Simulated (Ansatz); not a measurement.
Consider a dielectric-dependent hybrid calculation of SnS2, space group P-3m1 (Ansatz's Python interface).

`ddh.py`:
```python
"""A hybrid whose exact exchange is one over the dielectric constant of SnS2."""

import warnings

import ansatz as az
import numpy as np
from pymatgen.core import Lattice, Structure
from pymatgen.io.ase import AseAtomsAdaptor


def count_gap(report):
    # lowest empty less highest filled band, counting bands; zero where they overlap
    return max(report.get("gap_by_band_count_ev") or 0.0, 0.0)

warnings.simplefilter("ignore", az.DeckWarning)

pmg_structure = Structure(
    Lattice([(3.639, 0.0, 0.0), (-1.8195, 3.151466, 0.0), (0.0, 0.0, 5.868)]),
    ["Sn", "S", "S"],
    [
        (0.0, 0.0, 0.0),
        (1 / 3, 2 / 3, 0.25),
        (2 / 3, 1 / 3, 0.75),
    ],
)
structure = az.Crystal.from_ase(AseAtomsAdaptor.get_atoms(pmg_structure))

base = (
    structure.calculation()
    .kpoints(6, 6, 2)  # sampling of the Brillouin zone
    .scf(tolerance=1e-09)
    .occupations("fixed")  # no smearing
    .band_table()  # levels at the mesh points
)
semilocal = base.functional("pbe").run(threads=1).report
hybrid = base.functional(exchange="pbe", correlation="pbe", exact_fraction="inverse_dielectric").run(threads=1).report
alpha = hybrid["hybrid"]["exact_exchange_fraction"]
print(f"fraction of exact exchange {alpha:.4f}, so eps_inf = {1 / alpha:.2f}")
print(f"gap by band count: {count_gap(semilocal):.3f} eV semilocal, {count_gap(hybrid):.3f} eV hybrid")
```

What fraction of exact exchange results, and what does it do to the gap?

The fraction is 0.1305, one over a mean dielectric constant (a third of the trace) of 7.66. It opens the gap from 1.504 to 2.323 eV, by 0.82 eV.

What the script printed:

```console
$ python ddh.py
fraction of exact exchange 0.1305, so eps_inf = 7.66
gap by band count: 1.504 eV semilocal, 2.323 eV hybrid
```

Caveats:
- Averages over directions belong to no single polarisation, least of all in layered crystals.
- The structure is a deposited one; some such entries were measured under pressure or heat, so a shift against it needn't be the functional's error alone.
- Levels are Kohn-Sham eigenvalues on this mesh, without spin-orbit coupling.
- The gaps are those of a coarse mesh; the run finds the dielectric constant of the semilocal functional on meshes of its own.
- Hardware and time: 120 s on 1 thread of Intel(R) Xeon(R) Processor @ 2.30GHz (shared host), peak memory 1.4 GiB.
